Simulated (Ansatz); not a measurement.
Runs of Ansatz 0.2.0 on InAs. Symmetry: F-43m, No. 216, cubic system. Conventional cell: a = 6.036 Å, b = 6.036 Å, c = 6.036 Å, α = 90.00°, β = 90.00°, γ = 90.00°. In (site symmetry -43m) is surrounded by 4 As at 2.61 Å. As (site symmetry -43m) is surrounded by 4 In at 2.61 Å. 

```csv
task,level,potentials or basis,k mesh,cutoff (eV),share of exact exchange,screening of exact exchange,basis error allowed,mesh quality,gap on the mesh (eV),pressure (GPa)
band structure,PBEsol,"all-electron LAPW, scalar-relativistic",8 × 8 × 8,283,-,-,0.001 eV/atom,not flagged,-,1.5
single point,"HSE(alpha, omega)",all-electron PAW datasets made for the crystal,4 × 4 × 4,340,0.2,0.2 1/A,-,coarse,0.46,2.8
single point,"HSE(alpha, omega)",all-electron PAW datasets made for the crystal,4 × 4 × 4,340,0.15,0.2 1/A,-,coarse,0.29,3.2
band structure,BLYP,"all-electron LAPW, scalar-relativistic",8 × 8 × 8,283,-,-,0.001 eV/atom,not flagged,-,(b)
band structure,LDA,"all-electron LAPW, scalar-relativistic",8 × 8 × 8,283,-,-,0.001 eV/atom,not flagged,-,-0.3
band structure,RPBE,"all-electron LAPW, scalar-relativistic",8 × 8 × 8,283,-,-,0.001 eV/atom,not flagged,-,6.0
single point,"HSE(alpha, omega)",all-electron PAW datasets made for the crystal,4 × 4 × 4,340,0.3,0.2 1/A,-,coarse,0.82,2.1
single point,"HSE(alpha, omega)",all-electron PAW datasets made for the crystal,4 × 4 × 4,340,0.25,0.2 1/A,-,coarse,0.64,2.4
single point,"HSE(alpha, omega)",all-electron PAW datasets made for the crystal,4 × 4 × 4,340,0.1,0.2 1/A,-,coarse,0.11,3.8
band structure,revPBE,"all-electron LAPW, scalar-relativistic",8 × 8 × 8,283,-,-,0.001 eV/atom,not flagged,-,(a)
single point,"HSE(alpha, omega)",all-electron PAW datasets made for the crystal,4 × 4 × 4,340,0.5,0.2 1/A,-,coarse,1.58,0.7
single point,"HSE(alpha, omega)",all-electron PAW datasets made for the crystal,4 × 4 × 4,340,0.05,0.2 1/A,-,coarse,none,4.4
```

Alike in all rows: no spin polarisation; cell as given; smearing fermi-dirac 0.05 eV.

**Question.** Fill in the values left out.

**Answer.** (a) 5.6; (b) 7.5.

Caveats: some runs use coarse meshes; spin-orbit coupling is left out, which moves the levels of the heavy elements (some runs); the program warned that the printed levels may be off, so bands, gaps and densities of states are rough (some runs); the k mesh is thin for a metal, which can move the energy by tens of meV per atom (some runs).

A k mesh can miss the band edges, and the runs leave out spin-orbit coupling on As, In.

A gap of «none» marks a metal or a gap under the smearing width.

The runs don't all hold the same shells in valence.

Runs at the PBE level aren't shown here.
